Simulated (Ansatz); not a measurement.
**Band table of Tl (omega type)**

```xyz
3
Lattice="5.6296 0.0000 0.0000 -2.8148 4.8754 0.0000 0.0000 0.0000 3.4651" Properties=species:S:1:pos:R:3 pbc="T T T"
Tl    0.0000    0.0000    0.0000
Tl    0.0000    3.2503    1.7326
Tl    2.8148    1.6251    1.7326
```

The cell comes from a relaxation on PAW files under the same functional, begun from a prototype that needn't be the stable phase.

Computed with Ansatz 0.2.0; functional PBE, scalar-relativistic. Settings: a Γ-centred 7×7×10 k mesh, Fermi–Dirac smearing of 0.1 eV, no spin polarisation. Methods: LAPW: all electrons, basis error target 1 meV/atom.

Spin–orbit coupling is left out, which matters for the heavy atoms.

Path points, in fractions of the reciprocal vectors: Γ (0.000, 0.000, 0.000), M (0.500, 0.000, 0.000), K (0.333, 0.333, 0.000), A (0.000, 0.000, 0.500), L (0.500, 0.000, 0.500), H (0.333, 0.333, 0.500). Levels in eV from the Fermi level; bands 34 to 61, counted from the lowest band of the run. The gap is zero, the pressure -0.01 GPa.

```
# k(1/Å) point b34 b35 b36 b37 b38 b39 b40 b41 b42 b43 b44 b45 b46 b47 b48 b49 b50 b51 b52 b53 b54 b55 b56 b57 b58 b59 b60 b61
0.000 Γ -11.96 -11.67 -11.67 -11.67 -11.64 -11.51 -11.51 -11.49 -11.49 -11.45 -11.45 -11.44 -11.44 -11.22 -11.22 -9.54 -4.66 -4.33 -0.45 -0.45 -0.30 -0.30 4.34 8.18 9.60 9.62 9.81 9.81
0.092 - -11.96 -11.69 -11.68 -11.65 -11.64 -11.52 -11.52 -11.51 -11.50 -11.43 -11.43 -11.43 -11.43 -11.23 -11.22 -9.50 -4.73 -4.43 -0.92 -0.77 0.22 0.33 4.38 8.19 9.37 9.49 9.52 9.67
0.184 - -11.95 -11.73 -11.71 -11.66 -11.64 -11.54 -11.53 -11.52 -11.51 -11.41 -11.41 -11.40 -11.38 -11.24 -11.23 -9.40 -4.98 -4.66 -1.38 -0.78 0.87 1.23 4.51 8.19 8.44 9.15 9.21 9.29
0.276 - -11.93 -11.78 -11.74 -11.68 -11.64 -11.55 -11.53 -11.52 -11.49 -11.39 -11.38 -11.37 -11.32 -11.27 -11.23 -9.22 -5.46 -4.85 -1.77 -0.45 1.58 2.25 4.73 7.19 8.37 8.49 8.66 9.03
0.368 - -11.92 -11.82 -11.77 -11.70 -11.64 -11.57 -11.53 -11.52 -11.46 -11.37 -11.37 -11.36 -11.29 -11.27 -11.24 -8.97 -6.05 -4.99 -2.08 0.11 2.33 3.34 5.03 6.00 7.62 8.08 8.50 8.78
0.460 - -11.90 -11.85 -11.79 -11.72 -11.64 -11.58 -11.54 -11.51 -11.43 -11.38 -11.35 -11.35 -11.30 -11.25 -11.23 -8.64 -6.66 -5.10 -2.31 0.84 3.13 4.40 4.85 5.41 6.70 7.49 8.59 8.66
0.552 - -11.90 -11.86 -11.81 -11.73 -11.64 -11.59 -11.54 -11.49 -11.40 -11.40 -11.36 -11.33 -11.29 -11.26 -11.20 -8.24 -7.24 -5.16 -2.45 1.69 3.69 3.98 5.38 5.77 5.85 6.91 8.47 8.81
0.644 M -11.91 -11.86 -11.81 -11.74 -11.65 -11.59 -11.54 -11.47 -11.42 -11.39 -11.37 -11.32 -11.29 -11.26 -11.19 -7.81 -7.74 -5.18 -2.50 2.61 2.69 4.78 4.94 5.81 6.35 6.37 8.42 8.77
0.698 - -11.91 -11.86 -11.81 -11.73 -11.65 -11.59 -11.55 -11.47 -11.42 -11.39 -11.36 -11.32 -11.29 -11.26 -11.19 -7.79 -7.72 -5.27 -2.38 2.51 2.60 4.88 5.03 5.83 6.36 6.38 8.38 8.78
0.751 - -11.91 -11.86 -11.82 -11.73 -11.65 -11.58 -11.57 -11.48 -11.43 -11.38 -11.35 -11.32 -11.29 -11.26 -11.20 -7.76 -7.69 -5.50 -2.08 2.27 2.38 5.15 5.27 5.89 6.39 6.41 8.25 8.80
0.804 - -11.91 -11.86 -11.83 -11.71 -11.65 -11.59 -11.58 -11.48 -11.44 -11.37 -11.33 -11.32 -11.28 -11.26 -11.20 -7.70 -7.63 -5.81 -1.66 1.95 2.08 5.49 5.56 6.00 6.45 6.47 8.05 8.83
0.857 - -11.91 -11.86 -11.84 -11.70 -11.65 -11.61 -11.57 -11.49 -11.45 -11.35 -11.32 -11.31 -11.28 -11.26 -11.21 -7.61 -7.55 -6.15 -1.15 1.60 1.75 5.83 5.85 6.19 6.53 6.55 7.80 8.88
0.910 - -11.91 -11.86 -11.85 -11.69 -11.66 -11.63 -11.55 -11.50 -11.46 -11.34 -11.32 -11.31 -11.27 -11.26 -11.21 -7.51 -7.44 -6.51 -0.60 1.25 1.41 6.03 6.16 6.46 6.63 6.65 7.51 8.94
0.963 - -11.91 -11.86 -11.85 -11.68 -11.66 -11.64 -11.54 -11.50 -11.48 -11.32 -11.31 -11.30 -11.27 -11.26 -11.21 -7.37 -7.32 -6.85 -0.01 0.91 1.07 6.20 6.36 6.69 6.75 6.77 7.21 8.98
1.016 K -11.92 -11.86 -11.86 -11.67 -11.65 -11.65 -11.54 -11.49 -11.49 -11.31 -11.31 -11.31 -11.27 -11.27 -11.21 -7.22 -7.22 -7.14 0.45 0.74 0.74 6.35 6.35 6.77 6.90 6.90 6.93 8.97
1.123 - -11.91 -11.86 -11.85 -11.67 -11.67 -11.63 -11.54 -11.51 -11.45 -11.34 -11.32 -11.30 -11.28 -11.26 -11.22 -7.81 -6.84 -6.80 -0.07 0.14 2.00 5.72 6.00 6.30 6.94 7.24 7.26 9.02
1.229 - -11.90 -11.86 -11.83 -11.67 -11.67 -11.60 -11.55 -11.53 -11.41 -11.39 -11.33 -11.29 -11.29 -11.25 -11.24 -8.34 -6.38 -6.38 -0.58 -0.36 3.42 4.67 4.89 5.74 7.43 7.66 7.68 8.82
1.335 - -11.91 -11.83 -11.81 -11.67 -11.67 -11.57 -11.56 -11.54 -11.43 -11.37 -11.35 -11.31 -11.30 -11.27 -11.24 -8.77 -5.91 -5.87 -0.96 -0.76 3.51 3.66 4.92 5.26 8.00 8.13 8.15 8.60
1.442 - -11.93 -11.78 -11.78 -11.66 -11.66 -11.55 -11.55 -11.54 -11.47 -11.38 -11.38 -11.34 -11.32 -11.28 -11.24 -9.11 -5.44 -5.33 -1.18 -1.01 2.38 2.46 4.86 6.44 8.42 8.61 8.63 8.64
1.548 - -11.94 -11.74 -11.73 -11.65 -11.64 -11.54 -11.53 -11.53 -11.50 -11.41 -11.40 -11.38 -11.37 -11.25 -11.23 -9.35 -5.03 -4.83 -1.18 -1.07 1.32 1.36 4.57 7.91 8.31 9.10 9.12 9.18
1.654 - -11.95 -11.70 -11.68 -11.65 -11.65 -11.52 -11.52 -11.51 -11.50 -11.43 -11.43 -11.42 -11.42 -11.23 -11.22 -9.49 -4.75 -4.46 -0.92 -0.88 0.39 0.39 4.40 8.20 9.23 9.46 9.48 9.63
1.760 Γ -11.96 -11.67 -11.67 -11.67 -11.64 -11.51 -11.51 -11.49 -11.49 -11.45 -11.45 -11.44 -11.44 -11.22 -11.22 -9.54 -4.66 -4.33 -0.45 -0.45 -0.30 -0.30 4.34 8.18 9.60 9.62 9.81 9.81
1.890 - -11.94 -11.66 -11.66 -11.64 -11.62 -11.55 -11.55 -11.51 -11.51 -11.43 -11.43 -11.42 -11.42 -11.23 -11.23 -9.47 -4.63 -4.27 -0.39 -0.39 -0.22 -0.22 3.64 8.81 8.83 8.99 9.62 9.62
2.020 - -11.88 -11.66 -11.66 -11.62 -11.62 -11.57 -11.56 -11.56 -11.56 -11.43 -11.43 -11.38 -11.38 -11.24 -11.24 -9.26 -4.54 -4.11 -0.20 -0.20 0.01 0.01 2.34 7.23 7.31 8.89 8.89 10.07
2.149 - -11.80 -11.69 -11.69 -11.65 -11.65 -11.61 -11.61 -11.48 -11.46 -11.43 -11.43 -11.35 -11.35 -11.24 -11.24 -8.91 -4.43 -3.84 0.09 0.09 0.39 0.39 1.04 5.56 5.67 7.80 7.80 8.87
2.279 - -11.75 -11.75 -11.72 -11.65 -11.65 -11.65 -11.65 -11.45 -11.45 -11.39 -11.35 -11.32 -11.32 -11.25 -11.25 -8.41 -4.40 -3.46 0.00 0.46 0.46 0.89 0.89 3.98 4.14 6.64 6.64 7.78
2.408 - -11.80 -11.80 -11.69 -11.69 -11.65 -11.64 -11.64 -11.48 -11.48 -11.31 -11.31 -11.30 -11.24 -11.24 -11.24 -7.80 -4.60 -2.99 -0.54 0.86 0.86 1.51 1.51 2.54 2.81 5.54 5.54 6.88
2.538 - -11.83 -11.83 -11.72 -11.72 -11.64 -11.64 -11.60 -11.50 -11.50 -11.30 -11.30 -11.24 -11.24 -11.24 -11.17 -7.12 -5.11 -2.55 -0.46 1.18 1.18 1.34 1.82 2.17 2.17 4.58 4.58 6.25
2.667 A -11.84 -11.84 -11.73 -11.73 -11.64 -11.64 -11.59 -11.50 -11.50 -11.29 -11.29 -11.24 -11.24 -11.22 -11.14 -6.69 -5.51 -2.34 -0.13 0.65 1.31 1.31 1.43 2.57 2.57 4.08 4.08 6.02
2.759 - -11.84 -11.84 -11.76 -11.74 -11.63 -11.62 -11.56 -11.51 -11.51 -11.29 -11.29 -11.25 -11.24 -11.22 -11.14 -6.66 -5.48 -2.45 -0.26 0.54 1.25 1.35 1.43 2.55 2.73 4.20 4.31 6.09
2.851 - -11.83 -11.82 -11.80 -11.77 -11.63 -11.59 -11.54 -11.52 -11.49 -11.30 -11.29 -11.27 -11.25 -11.21 -11.14 -6.57 -5.39 -2.76 -0.59 0.24 1.09 1.13 1.81 2.48 3.16 4.53 4.91 6.32
2.943 - -11.82 -11.82 -11.79 -11.79 -11.63 -11.58 -11.56 -11.53 -11.43 -11.32 -11.30 -11.29 -11.25 -11.19 -11.15 -6.41 -5.26 -3.17 -1.00 -0.12 0.84 0.90 2.39 2.41 3.75 4.99 5.67 6.66
3.035 - -11.83 -11.81 -11.80 -11.76 -11.64 -11.60 -11.55 -11.52 -11.40 -11.34 -11.30 -11.29 -11.26 -11.18 -11.15 -6.20 -5.10 -3.63 -1.40 -0.45 0.57 0.71 2.31 3.13 4.42 5.54 6.45 7.10
3.127 - -11.83 -11.82 -11.78 -11.74 -11.66 -11.60 -11.57 -11.49 -11.42 -11.37 -11.28 -11.27 -11.26 -11.18 -11.16 -5.93 -4.92 -4.09 -1.75 -0.69 0.34 0.57 2.23 3.92 5.10 6.10 6.94 7.60
3.219 - -11.84 -11.80 -11.77 -11.74 -11.69 -11.59 -11.57 -11.47 -11.44 -11.41 -11.28 -11.28 -11.23 -11.17 -11.16 -5.65 -4.79 -4.50 -1.99 -0.84 0.21 0.48 2.19 4.71 5.67 6.59 6.82 8.07
3.311 L -11.84 -11.79 -11.76 -11.74 -11.71 -11.60 -11.56 -11.47 -11.45 -11.42 -11.28 -11.28 -11.21 -11.17 -11.17 -5.48 -4.74 -4.71 -2.08 -0.89 0.16 0.45 2.17 5.15 5.92 6.52 6.80 8.31
3.365 - -11.84 -11.78 -11.77 -11.73 -11.71 -11.60 -11.55 -11.47 -11.46 -11.42 -11.28 -11.28 -11.21 -11.17 -11.17 -5.47 -4.73 -4.71 -2.07 -1.02 0.07 0.61 2.28 5.10 5.87 6.21 7.12 8.16
3.418 - -11.85 -11.79 -11.77 -11.71 -11.70 -11.61 -11.54 -11.49 -11.48 -11.42 -11.29 -11.26 -11.20 -11.17 -11.17 -5.44 -4.72 -4.71 -2.03 -1.30 -0.14 1.00 2.55 4.97 5.75 5.80 7.56 7.87
3.471 - -11.85 -11.80 -11.75 -11.70 -11.69 -11.62 -11.52 -11.51 -11.50 -11.42 -11.31 -11.25 -11.19 -11.17 -11.17 -5.39 -4.72 -4.70 -1.96 -1.59 -0.42 1.48 2.92 4.77 5.41 5.55 7.57 8.00
3.524 - -11.85 -11.81 -11.73 -11.68 -11.68 -11.63 -11.54 -11.53 -11.50 -11.42 -11.33 -11.23 -11.18 -11.17 -11.17 -5.32 -4.74 -4.68 -1.86 -1.85 -0.70 2.01 3.34 4.53 5.03 5.32 7.30 8.43
3.577 - -11.86 -11.82 -11.71 -11.67 -11.67 -11.64 -11.56 -11.56 -11.48 -11.41 -11.35 -11.22 -11.17 -11.17 -11.17 -5.23 -4.79 -4.66 -2.05 -1.74 -0.97 2.56 3.77 4.26 4.67 5.06 7.06 8.80
3.630 - -11.86 -11.83 -11.68 -11.66 -11.66 -11.65 -11.59 -11.58 -11.47 -11.40 -11.37 -11.21 -11.17 -11.17 -11.17 -5.13 -4.88 -4.65 -2.18 -1.59 -1.22 3.11 4.02 4.17 4.34 4.78 6.89 9.09
3.684 H -11.86 -11.83 -11.66 -11.66 -11.65 -11.65 -11.59 -11.59 -11.46 -11.39 -11.39 -11.20 -11.17 -11.17 -11.17 -5.00 -5.00 -4.64 -2.22 -1.42 -1.42 3.41 4.02 4.02 4.50 4.50 6.83 9.21
3.790 - -11.86 -11.82 -11.70 -11.67 -11.66 -11.65 -11.57 -11.56 -11.49 -11.38 -11.37 -11.21 -11.19 -11.17 -11.16 -5.32 -4.68 -4.68 -2.07 -1.68 -1.02 2.98 3.44 3.97 4.76 5.07 7.13 8.70
3.896 - -11.86 -11.81 -11.74 -11.68 -11.67 -11.65 -11.55 -11.53 -11.49 -11.35 -11.34 -11.23 -11.23 -11.17 -11.16 -5.69 -4.80 -4.29 -1.70 -1.70 -0.55 2.45 2.94 3.48 4.56 6.07 7.64 7.68
4.002 - -11.86 -11.81 -11.77 -11.72 -11.66 -11.63 -11.54 -11.53 -11.42 -11.33 -11.32 -11.29 -11.24 -11.18 -11.15 -6.04 -4.99 -3.84 -1.50 -1.19 -0.02 1.98 2.49 3.08 4.18 6.40 6.52 7.56
4.109 - -11.84 -11.82 -11.77 -11.77 -11.65 -11.60 -11.54 -11.53 -11.40 -11.32 -11.31 -11.30 -11.25 -11.19 -11.15 -6.32 -5.19 -3.36 -1.14 -0.59 0.51 1.61 2.10 2.77 3.73 5.52 5.88 6.97
4.215 - -11.83 -11.81 -11.81 -11.76 -11.64 -11.58 -11.56 -11.52 -11.47 -11.30 -11.30 -11.28 -11.25 -11.20 -11.14 -6.53 -5.36 -2.87 -0.71 0.03 1.00 1.35 1.73 2.59 3.22 4.73 5.08 6.44
4.321 - -11.84 -11.84 -11.76 -11.74 -11.63 -11.62 -11.55 -11.52 -11.51 -11.29 -11.29 -11.25 -11.24 -11.22 -11.14 -6.65 -5.47 -2.49 -0.31 0.50 1.27 1.32 1.44 2.55 2.77 4.24 4.38 6.12
4.428 A -11.84 -11.84 -11.73 -11.73 -11.64 -11.64 -11.59 -11.50 -11.50 -11.29 -11.29 -11.24 -11.24 -11.22 -11.14 -6.69 -5.51 -2.34 -0.13 0.65 1.31 1.31 1.43 2.57 2.57 4.08 4.08 6.02
```
